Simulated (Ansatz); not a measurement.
**Relaxation of Ir**

These are results of DFT r2SCAN, scalar-relativistic, plane waves, PAW in Ansatz, not measurements. (500 eV cutoff, 14×14×14 k-mesh, Gaussian smearing of 0.10 eV, no spin polarisation)

What was changed in Ge: Ge → Ir on all its sites, cell and atoms relaxed.

Spin–orbit coupling is left out, which can shift energies with elements as heavy as these.

Command:

```bash
ansatz run input.yaml --threads 1 --pin off --max-ram 2560MiB --backend cpu --events-out ev --progress --plain --runs-dir out
```

Input:

```yaml
crystal:
  lattice:
    - [0.0, 2.7649746194, 2.7649746194]
    - [2.7649746194, 0.0, 2.7649746194]
    - [2.7649746194, 2.7649746194, 0.0]
  atoms:
    - { symbol: Ir, position: [0.5, 0.5, 0.5] }
    - { symbol: Ir, position: [0.75, 0.75, 0.75] }
basis:
  ecutwfc: 500
kpoints:
  mp_grid: { grid: [14, 14, 14] }
hamiltonian:
  xc: r2scan
scf:
  occupations: { method: gaussian, width: 0.1 }
output:
  forces: true
  stress: true
  eigenvalues: true
relax:
  adjacent_minimum: "off"
  f_tol: 0.01
  max_steps: 60
  cell: { stress_tol: 0.1 }
```

F is the free energy. Steps run on the plane waves of an earlier cell, but the last one, and at times one on the way, on a freshly chosen basis, so a repeated geometry can differ a little in energy.

Steps:

```
step F − F(1) (eV) largest force component (eV/Å) V (Å³/atom) P (GPa)
   1         0.0000                           0.000       21.138    -0.64
   2        -0.0002                           0.000       21.010     0.60
   3        -0.0003                           0.000       21.072     0.00
   4        -0.0003                           0.000       21.072     0.00
```

Relaxed structure:

```yaml
crystal:
  lattice:
    - [0.00000, 2.76207, 2.76207]
    - [2.76207, 0.00000, 2.76207]
    - [2.76207, 2.76207, 0.00000]
  atoms:
    - { symbol: Ir, position: [0.50000, 0.50000, 0.50000] }
    - { symbol: Ir, position: [0.75000, 0.75000, 0.75000] }
```

It takes space group Fd-3m (No. 227, cubic). Conventional cell: a = 5.524 Å, b = 5.524 Å, c = 5.524 Å, α = 90.00°, β = 90.00°, γ = 90.00°. Ir (site symmetry -43m) has 4 Ir at 2.39 Å as nearest neighbours.

The run converged. Time: 25 s on 1 thread of Intel(R) Xeon(R) Platinum 8488C (Sapphire Rapids), with other jobs on the host, peak memory 0.58 GiB.